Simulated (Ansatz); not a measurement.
**BaS: rattling a relaxed structure**

It comes from a database structure that was distorted and then relaxed.

Method: Ansatz, DFT PBE, scalar-relativistic, plane waves, PAW. Settings: cutoff 420 eV, Γ-centred mesh 8×8×8 on the computed 2-atom cell, Gaussian smearing of 0.02 eV; no spin polarisation.

The cell below (2 atoms, space group Fm-3m (No. 225)) is relaxed within its symmetry.

```
Ba S
1.0
     0.00000    3.21356    3.21356
     3.21356    0.00000    3.21356
     3.21356    3.21356    0.00000
Ba S
1 1
Direct
  0.50000 0.50000 0.50000
  0.00000 0.00000 0.00000
```

For the test a repeat of it with 4 atoms (edges 4.54, 4.54, 7.87 Å) was strained at random (σ = 1.5 % a component), the atoms were moved at random (σ = 0.15 Å), and all was relaxed again on a coarse 4×4×4 mesh (in the run’s order of axes) with 0.10 eV smearing, with no symmetry imposed.

Q: Does it come back?

A: It returns, within 1 meV/atom of the unmoved cell on that mesh and with the same symmetry when read at 0.1 Å (R3m at 0.01 Å, so small strains and shifts remain). No instability shows in this cell; modes of other wave vectors, which need another repeat, aren't tested.
